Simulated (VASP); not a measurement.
The system is ZnS.

```
CELL_PARAMETERS angstrom
0.00000 2.70200 2.70200
2.70200 0.00000 2.70200
2.70200 2.70200 0.00000
ATOMIC_POSITIONS crystal
Zn 0.25000 0.25000 0.25000
S 0.00000 0.00000 0.00000
```

Program: VASP 6.6.1. Alike in all runs: task single point; no spin polarisation; cell as given; k mesh 6 × 6 × 6; cutoff (eV) 520; smearing gaussian 0.03 eV.

Question: Order these runs on this cell by their pressure, lowest first.
A. level PBEsol; potentials or basis VASP PAW PBE potentials, release 64 (Zn, S)
B. level PBE; potentials or basis VASP PAW PBE potentials, release 64 (Zn, S)
C. level LDA; potentials or basis VASP PAW LDA potentials, release 64 (Zn, S)

Answer: C (-4.3 GPa), A (-1.8 GPa), B (1.8 GPa).

Caveats: the PAW data sets were made with another functional, which shifts forces and pressure a little (some runs).

Not every run made on this cell is shown here.
